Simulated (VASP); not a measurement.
Runs of VASP 6.6.1 on TiSi2. The structure is orthorhombic, space group Fddd (No. 70). Conventional cell: a = 4.779 Å, b = 8.235 Å, c = 8.526 Å, α = 90.00°, β = 90.00°, γ = 90.00°. Ti (site symmetry 222) is surrounded by 10 Si at 2.55 to 2.78 Å. Around Si (site symmetry 2) lie 5 Si at 2.52 to 2.79 Å and 5 Ti at 2.55 to 2.78 Å. The cell is a database's computed one.

```tsv
task	level	potentials or basis	cell	smearing	target pressure	other keys	gap on the mesh (eV)	pressure (GPa)	relaxed volume (Å³/atom)	largest force (eV/Å)
relaxation of cell and atoms	LDA	VASP PAW LDA potentials, release 64 (Ti_sv, Si)	relaxed to 10 GPa	fermi-dirac 0.05 eV	10 GPa	-	none	10.0	-	0.02
relaxation of cell and atoms	LDA	VASP PAW LDA potentials, release 64 (Ti_sv, Si)	relaxed	tetrahedron	-	ISYM = 1; ADDGRID = yes; ISMEAR = -5; SIGMA = 0.2	none	0.0	13.51	-
band structure	PBE	VASP PAW PBE potentials, release 64 (Ti_sv_GW, Si_GW)	as given	fermi-dirac 0.05 eV	-	-	-	1.6	-	0.03
relaxation of cell and atoms	LDA	VASP PAW LDA potentials, release 64 (Ti_sv, Si)	relaxed	fermi-dirac 0.05 eV	-	-	none	0.0	13.51	0.01
relaxation of cell and atoms	LDA	VASP PAW LDA potentials, release 64 (Ti_sv, Si)	relaxed to 5 GPa	fermi-dirac 0.05 eV	5 GPa	-	none	4.9	-	0.01
band structure	PBE	VASP PAW PBE potentials, release 54 (Ti_sv, Si)	as given	fermi-dirac 0.05 eV	-	-	-	(a)	-	0.03
relaxation of cell and atoms	LDA	VASP PAW LDA potentials, release 64 (Ti_sv, Si)	relaxed to 2 GPa	fermi-dirac 0.05 eV	2 GPa	-	none	2.0	-	0.02
```

Alike in all rows: no spin polarisation; k mesh 5 × 5 × 5; cutoff (eV) 600.

**Question.** Estimate the missing entries.

**Answer.** (a) 2.1.

Caveats: the cell is relaxed towards a set pressure, so the enthalpy falls and the energy may rise (some runs); tetrahedron occupations give inexact forces and stress in metals (some runs).

A gap of «none» marks a metal or a gap under the smearing width.
